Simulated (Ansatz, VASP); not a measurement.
WC in VASP and in Ansatz

```
W C
1.0
     0.00000    2.22154    2.22154
     2.22154    0.00000    2.22154
     2.22154    2.22154    0.00000
W C
1 1
Direct
  0.00000 0.00000 0.00000
  0.50000 0.50000 0.50000
```

Measurements of this composition are mostly on another form, of space group No. 187.

Alike in both runs: task single point; functional r2SCAN; k mesh 10 × 10 × 10; occupations fermi-dirac, width 0.05 eV; no spin polarisation.

|  | VASP | Ansatz |
| --- | --- | --- |
| version | VASP 6.6.1 | Ansatz 0.2.0 |
| potentials or method | VASP PAW PBE potentials, release 64 (W_sv, C) | Ansatz PAW |
| plane-wave cutoff (eV) | 520 | 500 |
| valence electrons in the cell | 18 | 18 |

```csv
,VASP,Ansatz,Ansatz less VASP
gap on the k mesh at the Fermi level (eV),none,none,-
pressure (GPa),-16.9,-18.3,-1.37
```

A gap of «none» marks a metal or a gap that the smearing closes. With one functional, cell and mesh, what is left measures potentials, basis and numerics.

Caveats: so large a pressure means that the cell lies far from this level's equilibrium, or that cutoff or potentials fall short (VASP); the potentials were made for another functional, which shifts forces and pressure (VASP); the PAW data sets come from PBE, with cores solved anew for the run's functional, which leaves a small shift of forces and pressure (Ansatz). The runs have no spin-orbit coupling, so splittings on W are missing.
